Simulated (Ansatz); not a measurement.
**Convergence of C with the plane-wave cutoff**

Theory: DFT PBE, scalar-relativistic, plane waves, PAW in Ansatz 0.2.0.

```xyz
4
Lattice="1.2160 -2.1480 0.0091 1.2233 2.1522 -0.0414 -0.0942 -0.0851 7.1477" Properties=species:S:1:pos:R:3 pbc="T T T"
C     1.2120    1.7491    5.3140
C     1.2021   -0.3988    1.6995
C     1.2063   -1.8208    1.7354
C     1.1714    0.2841    5.3304
```

* Γ-centred k-mesh: 14×14×4
* occupation rule: Gaussian smearing, 0.1 eV
* spin treatment: unpolarised
* valence charge of the PAW sets: C 4

The atoms stay fixed while the plane-wave cutoff is varied. ΔE is the energy extrapolated to zero smearing, less that of the reference run (600 eV). The cell was strained and its atoms displaced at random, so that forces don't vanish. Pressure is positive in compression and holds a correction for the finite cutoff (Pulay stress).

Times are rough; the reference took 28 s on 1 thread of Arm Neoverse V1, on a shared host, peak memory 0.59 GiB.

Q: One run gave ΔE = 1757 meV/atom and P = 14.49 GPa. Which plane-wave cutoff did it use, of 200, 250, 300, 350, 420?

A: 200 eV. All runs:

| cutoff (eV) | ΔE (meV/atom) | P (GPa) | largest change of a force component (eV/Å) | gap on mesh (eV) | plane waves at Γ | wall time (s) |
| --- | --- | --- | --- | --- | --- | --- |
| 200 | 1757 | 14.49 | 0.422 | 0.488 | 231 | 7.3 |
| 250 | 517 | 12.50 | 0.043 | 0.491 | 341 | 11 |
| 300 | 125 | 4.77 | 0.074 | 0.481 | 447 | 12 |
| 350 | 29.2 | 3.01 | 0.025 | 0.480 | 567 | 14 |
| 420 | 3.15 | 2.93 | 0.002 | 0.478 | 703 | 17 |
| 600 | 0.00 | 2.93 | 0.000 | 0.478 | 1227 | 28 |

This form isn't the element's structure at ambient conditions.